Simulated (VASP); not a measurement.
# Ca (P4/mmm) in VASP: single point with PBE

Aim: the single point of Ca with PBE.

Program: VASP 6.6.1. These are calculated values, not measurements. Logs are shortened: lines on timing, memory, paths and dates and some standing lists are left out, and cuts for length are marked.

## Step 1: The crystal as given

Symmetry: P4/mmm, No. 123, tetragonal system. The conventional cell has a = 6.808 Å, b = 6.808 Å, c = 3.682 Å, α = 90.00°, β = 90.00°, γ = 90.00°. Ca (site symmetry 4/mmm) is surrounded by 6 Ca at 3.40 to 3.68 Å. Ca (site symmetry mmm) is surrounded by 8 Ca at 3.40 to 3.87 Å. Ca (site symmetry 4/mmm) has 10 Ca at 3.68 to 3.87 Å as nearest neighbours.

The cell was built by a generator and needn't be a form met in nature.

## Step 2: Single point, PBE

INCAR reads:

```
SYSTEM = Ca
ALGO     = Fast           ! electronic algorithm
EDIFF    = 1E-6           ! SCF threshold, eV
ENCUT    = 520            ! plane-wave cutoff, eV
GGA      = PE             ! functional
ISIF     = 2              ! what is computed and relaxed
ISMEAR   = 0              ! smearing method
LASPH    = .TRUE.         ! aspherical terms in the spheres
LCHARG   = .TRUE.         ! write CHGCAR
LELF     = .TRUE.         ! ELF
LREAL    = .FALSE.        ! projectors in reciprocal space
LVHAR    = .TRUE.       
LWAVE    = .FALSE.        ! write WAVECAR
NBANDS   = 28             ! bands
NELM     = 100            ! most SCF steps
PREC     = Accurate       ! precision mode
SIGMA    = 0.1            ! smearing width, eV
```

KPOINTS reads:

```
k-points
0
G
  6 6 14
  0 0 0
```

POSCAR reads:

```
Ca
1.0
    6.8078650665      0.0000000000      0.0000000000
    0.0000000000      6.8078650665      0.0000000000
    0.0000000000      0.0000000000      3.6816721537
Ca
4
Direct
    0.0000000000      0.0000000000      0.0000000000
    0.0000000000      0.5000000000      0.0000000000
    0.5000000000      0.0000000000      0.0000000000
    0.5000000000      0.5000000000      0.5000000000
```

Potentials or basis: VASP PAW PBE potentials, release 64 (Ca_sv).

Launch:

```console
> cat potpaw_PBE.64/Ca_sv/POTCAR > POTCAR
> mpirun -np 1 vasp_std > vasp.out
```

OUTCAR:

```text
SYSTEM = Ca
   EDIFF = 1E-6
   ENCUT = 520
   GGA = PE
   ISIF = 2
   ISMEAR = 0
   LASPH = .TRUE.
   LREAL = .FALSE.
   NELM = 100
   PREC = Accurate

 ion  position               nearest neighbor table
   1  0.000  0.000  0.000-
   2  0.000  0.500  0.000-
   3  0.500  0.000  0.000-
   4  0.500  0.500  0.500-

  LATTYP: Found a simple tetragonal cell.
 ALAT       =     6.8078650665
 C/A-ratio  =     0.5407968750

  Lattice vectors:

 A1 = (   6.8078650665,   0.0000000000,   0.0000000000)
 A2 = (   0.0000000000,   6.8078650665,   0.0000000000)
 A3 = (   0.0000000000,   0.0000000000,   3.6816721537)

Analysis of symmetry for initial positions (statically):
=====================================================================
 Subroutine PRICEL returns:
 Original cell was already a primitive cell.

 Routine SETGRP: Setting up the symmetry group for a
 simple tetragonal supercell.

 Subroutine GETGRP returns: Found 16 space group operations
 (whereof 16 operations were pure point group operations)
 out of a pool of 16 trial point group operations.

The static configuration has the point symmetry D_4h.

Analysis of symmetry for dynamics (positions and initial velocities):
=====================================================================
 Subroutine PRICEL returns:
 Original cell was already a primitive cell.

 Routine SETGRP: Setting up the symmetry group for a
 simple tetragonal supercell.

 Subroutine GETGRP returns: Found 16 space group operations
 (whereof 16 operations were pure point group operations)
 out of a pool of 16 trial point group operations.

The dynamic configuration has the point symmetry D_4h.

 Subroutine INISYM returns: Found 16 space group operations
 (whereof 16 operations are pure point group operations),
 and found     1 'primitive' translations

----------------------------------------------------------------------------------------

                                     Primitive cell

  volume of cell :     170.6346

  direct lattice vectors                    reciprocal lattice vectors
     6.807865066  0.000000000  0.000000000     0.146888928  0.000000000  0.000000000
     0.000000000  6.807865066  0.000000000     0.000000000  0.146888928  0.000000000
     0.000000000  0.000000000  3.681672154     0.000000000  0.000000000  0.271615711

  length of vectors
     6.807865066  6.807865066  3.681672154     0.146888928  0.146888928  0.271615711

  position of ions in fractional coordinates (direct lattice)
     0.000000000  0.000000000  0.000000000
     0.000000000  0.500000000  0.000000000
     0.500000000  0.000000000  0.000000000
     0.500000000  0.500000000  0.500000000

  ion indices of the primitive-cell ions
   primitive index   ion index
                 1           1
                 2           2
                 3           3
                 4           4

----------------------------------------------------------------------------------------

 KPOINTS: k-points

Automatic generation of k-mesh.
 Grid dimensions read from file:
 generate k-points for:    6    6   14

 Generating k-lattice:

  Cartesian coordinates                     Fractional coordinates (reciprocal lattice)
     0.024481488  0.000000000  0.000000000     0.166666667  0.000000000  0.000000000
     0.000000000  0.024481488  0.000000000     0.000000000  0.166666667  0.000000000
     0.000000000  0.000000000  0.019401122     0.000000000  0.000000000  0.071428571

  Length of vectors
     0.024481488  0.024481488  0.019401122

  Shift w.r.t. Gamma in fractional coordinates (k-lattice)
     0.000000000  0.000000000  0.000000000

 Subroutine IBZKPT returns following result:
 ===========================================

 Found     80 irreducible k-points:

 Following reciprocal coordinates:
            Coordinates               Weight
  0.000000  0.000000  0.000000      1.000000
  0.166667  0.000000  0.000000      4.000000
  0.333333  0.000000  0.000000      4.000000
  0.500000  0.000000  0.000000      2.000000
  0.166667  0.166667  0.000000      4.000000
  0.333333  0.166667  0.000000      8.000000
[... 16 lines left out ...]
  0.333333  0.000000  0.142857      8.000000
  0.500000  0.000000  0.142857      4.000000
 [... further k-points ...]
   k-points           NKPTS =     80   k-points in BZ     NKDIM =     80   number of bands    NBANDS=     28
   number of dos      NEDOS =    301   number of ions     NIONS =      4
   total plane-waves  NPLWV =  81648
   dimension x,y,z NGX =    54 NGY =   54 NGZ =   28
   dimension x,y,z NGXF=   108 NGYF=  108 NGZF=   56
   ions per type =               4
   NGX,Y,Z   is equivalent  to a cutoff of  13.19, 13.19, 12.64 a.u.
   NGXF,Y,Z  is equivalent  to a cutoff of  26.37, 26.37, 25.29 a.u.
 SYSTEM =  Ca
   PREC   = accura    normal or accurate (medium, high low for compatibility)
   ISTART =      0    job   : 0-new  1-cont  2-samecut
   ICHARG =      2    charge: 1-file 2-atom 10-const
   ISPIN  =      1    spin polarized calculation?
   LNONCOLLINEAR =      F non collinear calculations
   LSORBIT =      F    spin-orbit coupling
   LASPH  =      T    aspherical Exc in radial PAW
   ENCUT  =  520.0 eV  38.22 Ry    6.18 a.u.  12.66 12.66  6.85*2*pi/ulx,y,z
   NELM   =    100;   NELMIN=  2; NELMDL= -5     # of ELM steps
   EDIFF  = 0.1E-05   stopping-criterion for ELM
   LREAL  =      F    real-space projection
   EDIFFG = 0.1E-04   stopping-criterion for IOM
   NSW    =      0    number of steps for IOM
   IBRION =     -1    ionic relax: 0-MD 1-quasi-New 2-CG
   NFREE  =      0    steps in history (QN), initial steepest desc. (CG)
   ISIF   =      2    stress and relaxation
   ISYM   =      2    0-nonsym 1-usesym 2-fastsym
   POTIM  = 0.5000    time-step for ionic-motion
   TEBEG  =    0.0;   TEEND  =   0.0 temperature during run
   PSTRESS=    0.0 pullay stress
   NELECT =      40.0000    total number of electrons
   NUPDOWN=      -1.0000    fix difference up-down
   EMIN   =  10.00;   EMAX   =-10.00  energy-range for DOS
   EFERMI =   0.00;   METHOD = LEGACY
   ISMEAR =     0;   SIGMA  =   0.10  broadening in eV -4-tet -1-fermi 0-gaus
   EFERMI_NEDOS =   21; number of points for ismear=-14 and -15
   IALGO  =     68    algorithm
   IMIX   =      4    mixing-type and parameters
     AMIX     =   0.40;   BMIX     =  1.00
     AMIX_MAG =   1.60;   BMIX_MAG =  1.00
  volume/ion in A,a.u.               =      42.66       287.87
  Fermi-wavevector in a.u.,A,eV,Ry     =   1.009421  1.907530 13.863405  1.018932
  Thomas-Fermi vector in A             =   2.142349
   LORBIT       =      0    0 simple, 1 ext, 2 COOP (PROOUT), +10 PAW based schemes
   GGA     = PE    functional components
   LHFCALC =     F    Hartree Fock is set to
   AEXX    =    0.0000 exact exchange contribution
   IVDW    =     0    specifies the selected vdW correction
   LEPSILON=     F    determine dielectric tensor
   LRPA    =     F    only Hartree local field effects (RPA)
 non-spin polarized calculation
 RMM-DIIS sequential band-by-band and
 Gauss-broadening in eV      SIGMA  =   0.10
  energy-cutoff  :      520.00
  volume of cell :      170.63
 maximum number of plane-waves:      4632
 NGX is ok and might be reduce to    54
   NGX = 25   NGY = 25   NGZ = 13

 number of electron      39.9999993 magnetization

 Free energy of the ion-electron system (eV)
  ---------------------------------------------------
  ext. energy  EPLUGINS =         0.00000000
  ---------------------------------------------------
  free energy    TOTEN  =        -6.73875056 eV

  energy without entropy =       -6.71870416  energy(sigma->0) =       -6.72872736

 E-fermi :   1.8370     XC(G=0):  -7.6860

 val. band max:        1.8290533019   @ k =   0.5000   0.1667   0.4286
 cond. band min:       1.8389430611   @ k =   0.5000   0.0000   0.3571
 fundamental gap:      0.0098897591
 Fermi energy:         1.8369747557

 k-point     1 :       0.0000    0.0000    0.0000
  band No.  band energies     occupation
      1     -40.3128      2.00000
      2     -40.2350      2.00000
      3     -40.2333      2.00000
      4     -40.2091      2.00000
      5     -21.4355      2.00000
      6     -21.4355      2.00000
[... 20 lines left out ...]
     27       4.2638      0.00000
     28       4.4054      0.00000

 k-point     2 :       0.1667    0.0000    0.0000
  band No.  band energies     occupation
      1     -40.3123      2.00000
      2     -40.2351      2.00000
      3     -40.2334      2.00000
      4     -40.2094      2.00000
      5     -21.4352      2.00000
      6     -21.4184      2.00000
[... 20 lines left out ...]
     27       4.1630      0.00000
     28       4.3723      0.00000

 k-point     3 :       0.3333    0.0000    0.0000
  band No.  band energies     occupation
      1     -40.3112      2.00000
      2     -40.2358      2.00000
      3     -40.2332      2.00000
      4     -40.2100      2.00000
      5     -21.4345      2.00000
      6     -21.3731      2.00000
[... 20 lines left out ...]
     27       3.9816      0.00000
     28       4.1269      0.00000

 k-point     4 :       0.5000    0.0000    0.0000
  band No.  band energies     occupation
      1     -40.3107      2.00000
      2     -40.2363      2.00000
      3     -40.2330      2.00000
      4     -40.2103      2.00000
      5     -21.4342      2.00000
      6     -21.3328      2.00000
[... 20 lines left out ...]
     27       3.8863      0.00000
     28       4.0648      0.00000

 k-point     5 :       0.1667    0.1667    0.0000
  band No.  band energies     occupation
      1     -40.3118      2.00000
      2     -40.2351      2.00000
      3     -40.2337      2.00000
      4     -40.2096      2.00000
      5     -21.4183      2.00000
      6     -21.4178      2.00000
[... 20 lines left out ...]
     27       4.1198      0.00000
     28       4.3544      0.00000

 k-point     6 :       0.3333    0.1667    0.0000
  band No.  band energies     occupation
      1     -40.3107      2.00000
      2     -40.2356      2.00000
      3     -40.2337      2.00000
      4     -40.2102      2.00000
      5     -21.4174      2.00000
      6     -21.3727      2.00000
[... 463 lines left out ...]
      5     -21.4323      2.00000
      6     -21.4323      2.00000
[... 20 lines left out ...]
     27       3.7486      0.00000
     28       4.1224      0.00000

 k-point    22 :       0.1667    0.0000    0.1429
  band No.  band energies     occupation
      1     -40.3105      2.00000
      2     -40.2333      2.00000
      3     -40.2312      2.00000
      4     -40.2078      2.00000
      5     -21.4320      2.00000
      6     -21.4153      2.00000
[... 20 lines left out ...]
     27       3.7971      0.00000
     28       3.9773      0.00000

 k-point    23 :       0.3333    0.0000    0.1429
  band No.  band energies     occupation
      1     -40.3094      2.00000
      2     -40.2338      2.00000
      3     -40.2313      2.00000
      4     -40.2083      2.00000
      5     -21.4314      2.00000
      6     -21.3702      2.00000
[... 20 lines left out ...]
     27       3.9144      0.00000
     28       3.9500      0.00000

 k-point    24 :       0.5000    0.0000    0.1429
  band No.  band energies     occupation
      1     -40.3089      2.00000
      2     -40.2343      2.00000
      3     -40.2311      2.00000
      4     -40.2086      2.00000
      5     -21.4311      2.00000
      6     -21.3303      2.00000
[... 20 lines left out ...]
     27       3.9107      0.00000
     28       4.0673      0.00000

 [... further k-points ...]

------------------------ aborting loop because EDIFF is reached ----------------------------------------

  FORCE on cell =-STRESS in cart. coord.  units (eV):
  Direction    XX          YY          ZZ          XY          YZ          ZX
  --------------------------------------------------------------------------------------
  -------------------------------------------------------------------------------------
  Total        0.0331017      0.0331017      0.0482242      0.0000000     -0.0000000      0.0000000
  in kB        0.3108094      0.3108094      0.4528021      0.0000000     -0.0000000      0.0000000
  external PRESSURE =       0.3581403 kB  Pullay stress =       0.0000000 kB

 VOLUME and BASIS-vectors are now :
 -----------------------------------------------------------------------------
  energy-cutoff  :      520.00
  volume of cell :      170.63
      direct lattice vectors                 reciprocal lattice vectors
     6.807865066  0.000000000  0.000000000     0.146888928  0.000000000  0.000000000
     0.000000000  6.807865066  0.000000000     0.000000000  0.146888928  0.000000000
     0.000000000  0.000000000  3.681672154     0.000000000  0.000000000  0.271615711

 POSITION                                       TOTAL-FORCE (eV/Angst)
 -----------------------------------------------------------------------------------
      0.00000      0.00000      0.00000         0.000000      0.000000      0.000000
      0.00000      3.40393      0.00000         0.000000      0.000000      0.000000
      3.40393      0.00000      0.00000         0.000000      0.000000      0.000000
      3.40393      3.40393      1.84084         0.000000      0.000000      0.000000
 -----------------------------------------------------------------------------------
    total drift:                                0.000000     -0.000000      0.000000

  FREE ENERGIE OF THE ION-ELECTRON SYSTEM (eV)
  ---------------------------------------------------
  free  energy   TOTEN  =        -6.7387505555 eV

  energy  without entropy=       -6.7187041616  energy(sigma->0) =       -6.72872736
```

It took 6.8 min on 1 thread of Intel Xeon Platinum 8488C (Sapphire Rapids), shared host; peak memory 0.45 GiB.

Results:

| Quantity | Value |
| --- | --- |
| Free energy | -6.7388 eV |
| Pressure | 0.0 GPa |
| Band gap on the k mesh | none (metal or under the smearing width) |
